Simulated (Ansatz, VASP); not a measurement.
**Cross-check of InAs between VASP and Ansatz**

Aim: how closely do two programs agree when they are given the same cell, functional and k mesh? The cell is taken from a series of runs on this material, whose earlier steps may have relaxed, scaled, displaced or heated it; both programs get it as it stands.

Program: Ansatz 0.2.0. Level of theory: plane waves, with VASP 6.6.1 beside it; zone-centre phonons at LDA. Results are calculated unless marked as measured.

### 1. The structure

It takes space group Imm2 (No. 44, orthorhombic). The conventional cell has a = 4.261 Å, b = 4.389 Å, c = 5.922 Å, α = 90.00°, β = 90.00°, γ = 90.00°. Nearest to As lie 4 In at 2.61 to 2.63 Å. Nearest to In lie 4 As at 2.61 to 2.63 Å. Farther neighbours are not listed.

### 2. Ansatz: zone-centre phonons, LDA

Ansatz runs on its PAW soft_1 files.

Second derivatives magnify differences that forces hide, and they need a tight electronic threshold.

input.yaml reads:

```yaml
crystal:
  lattice:
    - [0.0452605633, 3.0579123515, 2.9608011864]
    - [3.0579123515, 0.0452605633, 2.9608011864]
    - [3.1031729148, 3.1031729148, 0.0]
  atoms:
    - { symbol: As, position: [0.7525201373, 0.7525201373, 0.7474479039] }
    - { symbol: In, position: [-0.0025201373, -0.0025201373, 0.0025520961] }
kpoints:
  mp_grid: { grid: [12, 12, 12], shift: [0.5, 0.5, 0.5] }
hamiltonian:
  xc: lda
  pseudopotentials: { kind: paw, azcp: { folder: soft_1 }, xc_functional: pbe }
scf:
  occupations: { method: gaussian, width: 0.015 }
output:
  eigenvalues: true
phonons:
  method: dfpt
```

Run with:

```bash
> ansatz run input.yaml --threads 4 --pin off --max-ram 10240MiB --backend cpu --events-out ev --progress --plain --runs-dir out
```

Numbers of over 12 decimals in the logs are rounded to 6 here.

The program printed:

```text
Engine: ansatz 0.2.0, aarch64-unknown-linux-gnu
Pseudopotentials: kind: paw
Pseudopotential: As, paw, valence charge 15, recommended cutoff 420 eV (normal), soft_1/As.paw.azcp
Pseudopotential: In, paw, valence charge 13, recommended cutoff 420 eV (normal), soft_1/In.paw.azcp
Functional definition: SPW92
  exchange = slater_x
  correlation = pw_c
Crystal: 2 atoms, lattice volume = 55.360 Å³
Basis set: ecut = 420 eV, 1081 PW (Γ), exchange–correlation on 60×60×60 points (8 copies of the dense FFT grid, shifted against one another)
Bands: 18, of which v1, the nominal top of the filled ones, is band 14 counted from 1 (13 counted from 0)
Symmetry: 2 space group operations
k-points: 864 of 1728 (irreducible under 1 space group operation, time reversal used)
Non-local potential: As, projectors of the file, l = 0: 2, l = 1: 2, l = 2: 3, l = 3: 1
Non-local potential: In, projectors of the file, l = 0: 2, l = 1: 2, l = 2: 2, l = 3: 1
PAW form: soft (Blöchl's): semilocal exchange-correlation on the pseudo side does not see the compensation charge
PAW frozen core: As, regenerated for the run's functional, and the local potential with it (the file was generated under x = pbe(κ = 0.804, μ = 0.219515), c = pbe(β = 0.066725))
PAW frozen core: In, regenerated for the run's functional, and the local potential with it (the file was generated under x = pbe(κ = 0.804, μ = 0.219515), c = pbe(β = 0.066725))
PAW one-centre angular grid: As, 590 points (default); XC on 64 Gauss nodes
PAW one-centre angular grid: In, 590 points (default); XC on 64 Gauss nodes
Initial density: superposition of atomic densities (chi_scale 0.1, normalization cell, long waves kept (reshape's long-wave potential 0.00 eV rms))
Initial wavefunctions: pseudopotential atomic-orbital guess
Functional: x = slater, c = lda
SCF iter   1: F=—  HF=-10231.416458 eV  |F-HF|=—  |Δ(HF+E_count)|=         —  Δρ=2.76e-2  dr2=3.75e-1  ethr=3.10e-3  ⟨swp⟩=6.0  Hψ=78178  notcnv=0
preconditioner: auto → none  [insulator: Δε(μ)=0.357 eV  Ē_g=14.650 eV  σ=0.015 eV  W_gap=1.00  n_scr=14 (ndim 8)  ℏωp=21.2 eV  f_vac=0.008  D(μ)=0.00/eV (n_scr^D=0)  ε∞_Penn≈3.1]
SCF iter   2: F=—  HF=-10231.309440 eV  |F-HF|=—  |Δ(HF+E_count)|=   1.07e-1  Δρ=1.23e-2  dr2=6.26e-2  ethr=1.34e-3  ⟨swp⟩=2.0  Hψ=25920  notcnv=0
SCF iter   3: F=—  HF=-10231.294669 eV  |F-HF|=—  |Δ(HF+E_count)|=   1.48e-2  Δρ=2.50e-3  dr2=7.79e-3  ethr=2.24e-4  ⟨swp⟩=3.1  Hψ=28502  notcnv=0
SCF iter   4: F=—  HF=-10231.291432 eV  |F-HF|=—  |Δ(HF+E_count)|=   3.24e-3  Δρ=6.59e-4  dr2=1.16e-4  ethr=2.78e-5  ⟨swp⟩=3.0  Hψ=34277  notcnv=0
SCF iter   5: F=—  HF=-10231.291456 eV  |F-HF|=—  |Δ(HF+E_count)|=   2.35e-5  Δρ=1.77e-4  dr2=5.92e-6  ethr=4.13e-7  ⟨swp⟩=3.0  Hψ=31008  notcnv=0
SCF iter   6: F=—  HF=-10231.291460 eV  |F-HF|=—  |Δ(HF+E_count)|=   4.49e-6  Δρ=2.13e-5  dr2=2.35e-7  ethr=2.11e-8  ⟨swp⟩=2.3  Hψ=27849  notcnv=0
SCF iter   7: F=—  HF=-10231.291461 eV  |F-HF|=—  |Δ(HF+E_count)|=   3.30e-7  Δρ=6.08e-6  dr2=2.20e-8  ethr=8.39e-10  ⟨swp⟩=2.0  Hψ=27648  notcnv=0
SCF iter   8: F=—  HF=-10231.291461 eV  |F-HF|=—  |Δ(HF+E_count)|=   9.07e-9  Δρ=5.93e-7  dr2=8.04e-11  ethr=7.85e-11  ⟨swp⟩=2.0  Hψ=23311  notcnv=0
SCF iter   9: F=-10231.291461 eV  HF=-10231.291461 eV  |F-HF|=3.64e-12  |Δ(HF+E_count)|=  1.27e-11  Δρ=1.11e-7  dr2=5.56e-12  ethr=1.00e-12  ⟨swp⟩=6.0  Hψ=69884  notcnv=0
SCF 1 converged in 9 iterations: F = -10231.291461 eV  dr2 = 5.56e-12
  greatest PAW one-centre occupation: 0.999 electrons in one spin orbital (limit 2), on the As atom at site 0 (counted from 0), in its partial waves of l = 2
DFPT response loops at Γ: preconditioner auto → none (the input reference at scf.mixing.eps_inf says where Resta's filter doesn't serve); β = 0.50; Broyden in place of MSR1
SCF converged after 9 iterations
Free energy (F): -10231.291461 eV
Harris-Foulkes:  -10231.291461 eV  (|F-HF|=3.64e-12)
Internal energy: -10231.291461 eV  (E = F + TS)
E sigma→0 (E₀):  -10231.291461 eV
Fermi energy:    7.499560 eV
--- Per-component energies (eV) ---
  E_band       = -327.655663
  E_kinetic    = 318.195172
  E_local      = -3486.958722  (includes V_loc(G=0)·N_el)
  E_nonlocal   = -59.480759
  E_hartree    = 1731.167402
  E_xc         = -212.211635
  E_vxc        = -164.519616  (∫ρ·V_xc dr)
  E_paw        = -6001.811063  (= ΣΔE_a)
  E_vpaw       = -397.226574  (= ΣTr[D̂ρ^β])
  E_aug_tail   = 0.000082  (compensation charges beyond the density's cutoff)
  E_ewald      = -2522.551702
  E_core_change = 2.359764  (= ΣΔE_core)
  E_smearing   = -0.000000  (= −TS)
  E_closure    = 0.000000  (closes the sum)
  Σ components = -10231.291461   (vs F -10231.291461, Δ=0.00e0)
--- Band table (eV; the first three rows and the last of 864) ---
  k-point 0: bands = [... 10 lower, -4.5668, 6.4680, 7.3192, 7.3583, 7.6409, 11.0794, 11.1792, 11.3791]
  k-point 1: bands = [... 10 lower, -4.4759, 5.5847, 7.1103, 7.3018, 8.2647, 11.1198, 11.4564, 11.4773]
  k-point 2: bands = [... 10 lower, -4.2541, 4.4404, 6.7980, 7.0908, 8.6633, 11.5377, 11.6991, 11.8541]
  k-point 863: bands = [... 10 lower, -3.0629, 1.5587, 6.0163, 6.3726, 8.1542, 11.7406, 12.0749, 14.0785]
--- Phonons (Γ-DFPT): 4 representative perturbations + reference, on 864 of 1728 k-points (Σ response iterations 12) ---
  k mesh reduced under 1 symmetry operation, with k and −k counted as one. Each operation leaves every solved perturbation unchanged. A smaller set is not used because it would not reduce the number of displacements times k-points to solve
  ASR residual: 6.591e-5 → 0.000e0 eV/Å²; symmetrization residual: 2.151e-5 eV/Å²
  ASR residual per site (eV/Å²): 2.39e-5 6.59e-5
  Γ frequencies (cm⁻¹): 0.00 0.00 0.00 209.09 209.86 214.72
  non-analytic LO–TO correction: not included (Born effective charges unavailable; polar crystals: no LO–TO splitting at Γ)
```

(Part 1 of 3 ends here.)

[Lines on the potential files, build, host, timing and source positions are cut from VASP's logs without a mark.]

[Logs are printed without paths, hosts, clocks, repeated set-up lines and the standing remarks that a program may print on its own settings, such as how far it seeks lower states.]

[Hosts, paths, dates, database ids (printed as entryN), source tags and the programs' standing remarks are cut or masked in the printed files.]
